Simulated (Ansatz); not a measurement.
Ge:

```
CELL_PARAMETERS angstrom
0.00000 2.82891 2.82891
2.82891 0.00000 2.82891
2.82891 2.82891 0.00000
ATOMIC_POSITIONS crystal
Ge 0.75000 0.75000 0.75000
Ge 0.50000 0.50000 0.50000
```

Base run:

- Program: Ansatz 0.2.0
- Functional: PBE
- Potentials or basis: Ansatz PAW
- Cutoff: 420 eV (not typed: the program's choice for these potentials)
- k mesh: 8 × 8 × 8
- Occupations: fermi-dirac, width 0.05 eV
- Spin: no spin polarisation

Its results: band gap on the k mesh none (metal or under the smearing width); pressure 3.6 GPa.

Problem. After a change of settings the same cell gave: band gap on the k mesh none (metal or under the smearing width); pressure 7.3 GPa. Which change was it?
A. functional from PBE to LDA
B. functional from PBE to r2SCAN; cutoff from 420 eV (not typed: the program's choice for these potentials) to 500 eV (not typed: the program's choice for these potentials); occupations from fermi-dirac, width 0.05 eV to gaussian, width 0.05 eV
C. functional from PBE to r2SCAN; cutoff from 420 eV (not typed: the program's choice for these potentials) to 500 eV (not typed: the program's choice for these potentials)
D. functional from PBE to BLYP

Solution. D.

BLYP binds less tightly than PBE, so the same cell stands under more pressure.

Caveats: this crystal is a semiconductor, whose small gap the functional closes, so the metal is an error of the method; the PAW data sets come from PBE, with cores solved anew for the run's functional, which leaves a small shift of forces and pressure (some runs).
